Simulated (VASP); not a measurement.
VASP ran on this input.

**INCAR**
```
SYSTEM = InN
PREC = Accurate
ENCUT = 520
EDIFF = 1E-6
NELM = 100
ALGO = Normal
LREAL = .FALSE.
LASPH = .TRUE.
ISMEAR = 0
SIGMA = 0.05
GGA = PE
LMAXMIX = 4
LWAVE = .FALSE.
LCHARG = .FALSE.
ISIF = 2
LSORBIT = .TRUE.
MAGMOM = 0 0 0 0 0 0
GGA_COMPAT = .FALSE.
```

KPOINTS:
```
Automatic mesh
0
Gamma
7 7 7
0 0 0
```

File POSCAR:
```
InN
1
    0.0000000000     2.5398000000     2.5398000000
    2.5398000000     0.0000000000     2.5398000000
    2.5398000000     2.5398000000     0.0000000000
In N
1 1
Direct
  0.0000000000   0.0000000000   0.0000000000
  0.2500000000   0.2500000000   0.2500000000
```

POTCAR, in this order: In_d N (PBE.64 set). Program: vasp_std.

### Question
What happens when VASP runs on this input?

### Answer
There is a fault: LSORBIT needs the non-collinear program vasp_ncl. VASP stops with an error: ERROR: Noncollinear calculations require that VASP is compiled without the flag -DNGXhalf and-DNGZhalf. You probably tried to run a noncollinear calculation (LNONCOLLINEAR=T) with the executable vasp_std. Use vasp_ncl instead! ----> I REFUSE TO CONTINUE WITH THIS SICK JOB ... BYE!!! <----

**standard output**
```
 POSCAR found type information on POSCAR InN
 POSCAR found :  2 types and       2 ions
 Reading from existing POTCAR

 -----------------------------------------------------------------------------
|                                                                             |
|     EEEEEEE  RRRRRR   RRRRRR   OOOOOOO  RRRRRR      ###     ###     ###     |
|     E        R     R  R     R  O     O  R     R     ###     ###     ###     |
|     E        R     R  R     R  O     O  R     R     ###     ###     ###     |
|     EEEEE    RRRRRR   RRRRRR   O     O  RRRRRR       #       #       #      |
|     E        R   R    R   R    O     O  R   R                               |
|     E        R    R   R    R   O     O  R    R      ###     ###     ###     |
|     EEEEEEE  R     R  R     R  OOOOOOO  R     R     ###     ###     ###     |
|                                                                             |
|     ERROR: Noncollinear calculations require that VASP is compiled          |
|     without the flag -DNGXhalf and-DNGZhalf.                                |
|     You probably tried to run a noncollinear calculation                    |
|     (LNONCOLLINEAR=T) with the executable vasp_std. Use vasp_ncl            |
|     instead!                                                                |
|                                                                             |
|       ---->  I REFUSE TO CONTINUE WITH THIS SICK JOB ... BYE!!! <----       |
|                                                                             |
 -----------------------------------------------------------------------------
```

To mend it, run vasp_ncl.

The mended run (PBE GGA with spin-orbit coupling, plane waves, VASP's PBE PAW potentials (set 64)) converges, and its OSZICAR ends with
```
   1 F= -.10713125E+02 E0= -.10713012E+02  d E =-.224453E-03  mag=     0.0000    -0.0000     0.0000
```

The compound is InN in the zinc blende structure, a metastable form; wurtzite is the usual one. The cell was not relaxed at this level.
